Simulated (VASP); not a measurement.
The system is K.

```
CELL_PARAMETERS angstrom
0.00000 3.39187 3.39187
3.39187 0.00000 3.39187
3.39187 3.39187 0.00000
ATOMIC_POSITIONS crystal
K 0.00000 0.00000 0.00000
```

This isn't the form of K at room conditions, which is bcc.

```yaml
Program: VASP 6.6.1
Task: relaxation of cell and atoms
Functional: PBE
Dispersion: D3(BJ)
Potentials_or_basis: VASP PAW PBE potentials, release 64 (K_sv)
Cutoff: 600 eV
k_mesh: 12 × 12 × 12
Occupations: gaussian, width 0.1 eV
Spin: no spin polarisation
```

At the start: pressure -0.4 GPa; volume 78.05 Å³/atom.

Problem. Where does the relaxation end?

Solution. Over 5 steps the energy falls by 12.4 meV/atom and the volume is 69.19 Å³/atom (-11.3 %); space group Fm-3m (No. 225, to 0.05 Å).

The path:
```tsv
step	energy change (eV)	largest force (eV/Å)	pressure (GPa)	volume (Å³)
1	0.0000	0.0000	-0.40	78.05
2	-0.0050	0.0000	-0.32	75.85
3	-0.0111	0.0000	-0.15	71.73
4	-0.0069	0.0000	0.36	63.95
5	-0.0124	0.0000	-0.01	69.19
```

Final structure:
```cif
data_structure
_symmetry_space_group_name_H-M 'P 1'
_symmetry_Int_Tables_number 1
_cell_length_a 4.6082
_cell_length_b 4.6082
_cell_length_c 4.6082
_cell_angle_alpha 60.000
_cell_angle_beta 60.000
_cell_angle_gamma 60.000
_cell_volume 69.19
loop_
_atom_site_label
_atom_site_type_symbol
_atom_site_fract_x
_atom_site_fract_y
_atom_site_fract_z
_atom_site_occupancy
K1 K 0.00000 0.00000 0.00000 1
```

Caveat: pairwise dispersion overbinds metals, which lowers pressure and volume.
